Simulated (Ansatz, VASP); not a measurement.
Given: the input of a run of Ansatz 0.2.0 on Si. 

Contents of input.yaml:

```yaml
crystal:
  lattice:
    - [0.0, 2.7218511865, 2.7218511865]
    - [2.7218511865, 0.0, 2.7218511865]
    - [2.7218511865, 2.7218511865, 0.0]
  atoms:
    - { symbol: Si, position: [0.5, 0.5, 0.5] }
    - { symbol: Si, position: [0.75, 0.75, 0.75] }
hamiltonian:
  xc: pbe
  pseudopotentials: { kind: paw }
kpoints:
  mp_grid: { grid: [8, 8, 8] }
scf:
  occupations: { method: gaussian, width: 0.03 }
output:
  forces: true
  stress: true
  eigenvalues: true
  write_density: true
  write_potential: true
  elf: true
  volumetric_format: npy
```

Potentials or basis: Ansatz PAW.

Run with:

```console
$ ansatz run input.yaml --threads 2 --pin off --max-ram 5632MiB --backend cpu --events-out ev --progress --plain --runs-dir out
```

**Question.** Set up the same calculation for VASP 6.6.1. Potentials or basis there: PBE PAW files Si, 520 eV.

**Answer.** As run (cutoffs and basis follow the program's own potentials, and thresholds, step limits or extra output files can differ):

The input INCAR:

```
SYSTEM = Si
PREC     = Accurate       ! precision mode
ENCUT    = 520            ! plane-wave cutoff, eV
EDIFF    = 1E-7           ! SCF threshold, eV
ISMEAR   = 0              ! smearing method
SIGMA    = 0.03           ! smearing width, eV
LREAL    = .False.        ! projectors in reciprocal space
LASPH    = .True.         ! aspherical terms in the spheres
NELM     = 60             ! most SCF steps
ALGO     = Normal         ! electronic algorithm
ISIF     = 2              ! what is computed and relaxed
LWAVE    = .False.        ! write WAVECAR
LCHARG   = .False.        ! write CHGCAR
GGA      = PE             ! functional
NBANDS   = 11             ! bands
```

File KPOINTS:

```
regular mesh
0
Gamma
  8 8 8
  0 0 0
```

POSCAR

```
Si
1.0
    0.0000000000      2.7218511865      2.7218511865
    2.7218511865      0.0000000000      2.7218511865
    2.7218511865      2.7218511865      0.0000000000
Si
2
Direct
    0.5000000000      0.5000000000      0.5000000000
    0.7500000000      0.7500000000      0.7500000000
```

Potentials or basis: VASP PAW PBE potentials, release 64 (Si).

The run is started by

```bash
$ cat potpaw_PBE.64/Si/POTCAR > POTCAR
$ mpirun -np 1 vasp_std > vasp.out
```

Both were run:

|  | Ansatz | VASP |
| --- | --- | --- |
| Pressure | 1.3 GPa | 1.3 GPa |

Ansatz's pressure holds a Pulay term of +0.02 GPa for its cutoff of 420 eV, which the other run lacks.

Where Ansatz's input types no cutoff or centring, it takes its own default and a Γ-centred mesh.

Pressure is positive in compression.
